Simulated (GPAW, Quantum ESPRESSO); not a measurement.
Given: the input of a run of GPAW 26.7.0 on MgO. The cell is a database's computed one, not the measured one.

The input run.py:

```python
from ase.io import read
from gpaw import PW
from gpaw.dft import DFT

atoms = read('MgO.xyz')

dft = DFT(atoms,
          mode=PW(800),
          xc='PBE',
          kpts={'size': (11, 11, 11), 'gamma': True},
          occupations={'name': 'fermi-dirac', 'width': 0.05},
          nbands=16,
          convergence={'density': 1e-05, 'energy': 1e-05},
          maxiter=150,
          txt='gpaw.txt')
print(f'Energy: {dft.calculate_energy():.6f} eV')
print('Forces (eV/A):')
print(dft.calculate_forces().round(4))
print('Stress (eV/A^3):', dft.calculate_stress().round(6))
dft.write_gpw_file('gs.gpw')
```

The input MgO.xyz:

```xyz
2
Lattice="0.0000000000 2.0970013927 2.0970013927 2.0970013927 0.0000000000 2.0970013927 2.0970013927 2.0970013927 0.0000000000" Properties=species:S:1:pos:R:3 pbc="T T T"
Mg     0.0000000000      0.0000000000      0.0000000000
O      2.0970013927      2.0970013927      2.0970013927
```

Potentials or basis: GPAW PAW data sets (gpaw-data 1.2.1), pw.

Command:

```bash
$ OMP_NUM_THREADS=1 python run.py
```

**Question.** Set up the same calculation for Quantum ESPRESSO 7.5 (ASE script). Potentials or basis there: SSSP 1.3 efficiency PBE, cutoff 748 eV.

**Answer.** As run (cutoffs and basis follow the program's own potentials, and thresholds, step limits or extra output files can differ):

The input run.py:

```python
import numpy as np
from ase.calculators.espresso import Espresso, EspressoProfile
from ase.io import read

atoms = read('MgO.xyz')

input_data = {
    'control': {'calculation': 'scf', 'prefix': 'pwscf', 'outdir': './tmp', 'tprnfor': True, 'tstress': True, 'disk_io': 'nowf'},
    'system': {'ecutwfc': 55.0, 'ecutrho': 440.0, 'nbnd': 9, 'occupations': 'smearing', 'smearing': 'fd', 'degauss': 0.00367493},
    'electrons': {'conv_thr': 4e-10, 'electron_maxstep': 120, 'mixing_beta': 0.5},
}
pseudopotentials = {'Mg': 'Mg.pbe-n-kjpaw_psl.0.3.0.UPF', 'O': 'O.pbe-n-kjpaw_psl.0.1.UPF'}
profile = EspressoProfile(command='pw.x', pseudo_dir='pseudo')
atoms.calc = Espresso(profile=profile, input_data=input_data, pseudopotentials=pseudopotentials, kpts=(11, 11, 11), koffset=(0, 0, 0))

print(f'energy {atoms.get_potential_energy():.8f} eV')
print('forces (eV/A)')
print(np.round(atoms.get_forces(), 6))
print('stress (eV/A^3, Voigt)')
print(np.round(atoms.get_stress(), 8))
print(f'Fermi level {atoms.calc.get_fermi_level():.4f} eV')
```

File MgO.xyz:

```xyz
2
Lattice="0.0000000000 2.0970013927 2.0970013927 2.0970013927 0.0000000000 2.0970013927 2.0970013927 2.0970013927 0.0000000000" Properties=species:S:1:pos:R:3 pbc="T T T"
Mg     0.0000000000      0.0000000000      0.0000000000
O      2.0970013927      2.0970013927      2.0970013927
```

Potentials or basis: SSSP 1.3 efficiency PBE.

The run is started by

```sh
$ OMP_NUM_THREADS=1 python run.py
```

Both were run:

|  | GPAW | Quantum ESPRESSO |
| --- | --- | --- |
| Pressure | 7.0 GPa | 6.4 GPa |

The potentials hold 16 and 8 valence electrons a cell.

Pressure is positive in compression.
